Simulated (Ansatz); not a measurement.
Geometry optimisation in Ansatz: input, command and trajectory.

```yaml
crystal:
  lattice:
    - [3.0759097137, 0.0, 0.0]
    - [0.0, 3.0759097137, 0.0]
    - [0.0, 0.0, 3.1144549482]
  atoms:
    - { symbol: Pd, position: [0.0, 0.0, 0.0] }
    - { symbol: Pd, position: [0.5, 0.5, 0.5] }
basis:
  ecutwfc: 420
kpoints:
  mp_grid: { grid: [14, 14, 14] }
hamiltonian:
  xc: pbesol
scf:
  occupations: { method: gaussian, width: 0.1 }
output:
  forces: true
  stress: true
  eigenvalues: true
relax:
  adjacent_minimum: "off"
  f_tol: 0.008
  max_steps: 40
  cell: { stress_tol: 0.015, fix: [c, angles] }
```

```bash
ansatz run input.yaml --threads 1 --pin off --max-ram 1331MiB --backend cpu --events-out ev --progress --plain --runs-dir out
```

Level of theory: DFT PBEsol, scalar-relativistic, plane waves, PAW (Ansatz 0.2.0).

Of 4 frames 3 are shown, positions in Å and forces in eV/Å; the SCF threshold varies from step to step. Steps run on the plane waves of an earlier cell, with a Pulay correction in the pressure. The basis is chosen afresh for the last frame, the zero of the energies, and at times for earlier ones too; energy and pressure step there, also at an unchanged geometry.

```xyz
2
Lattice="3.0759 0.0000 0.0000 0.0000 3.0759 0.0000 0.0000 0.0000 3.1145" Properties=species:S:1:pos:R:3:forces:R:3 pbc="T T T" step=1 free_energy_over_end_meV_per_atom=0.34 pressure_GPa=-0.85
Pd    0.0000    0.0000    0.0000    0.0000    0.0000    0.0000
Pd    1.5380    1.5380    1.5572    0.0000    0.0000    0.0000
2
Lattice="3.0619 0.0000 0.0000 0.0000 3.0619 0.0000 0.0000 0.0000 3.1145" Properties=species:S:1:pos:R:3:forces:R:3 pbc="T T T" step=2 free_energy_over_end_meV_per_atom=0.03 pressure_GPa=0.94
Pd    0.0000    0.0000    0.0000    0.0000    0.0000    0.0000
Pd    1.5310    1.5310    1.5572    0.0000    0.0000    0.0000
2
Lattice="3.0662 0.0000 0.0000 0.0000 3.0662 0.0000 0.0000 0.0000 3.1145" Properties=species:S:1:pos:R:3:forces:R:3 pbc="T T T" step=4 free_energy_over_end_meV_per_atom=0.00 pressure_GPa=0.38
Pd    0.0000    0.0000    0.0000    0.0000    0.0000    0.0000
Pd    1.5331    1.5331    1.5572    0.0000    0.0000    0.0000
```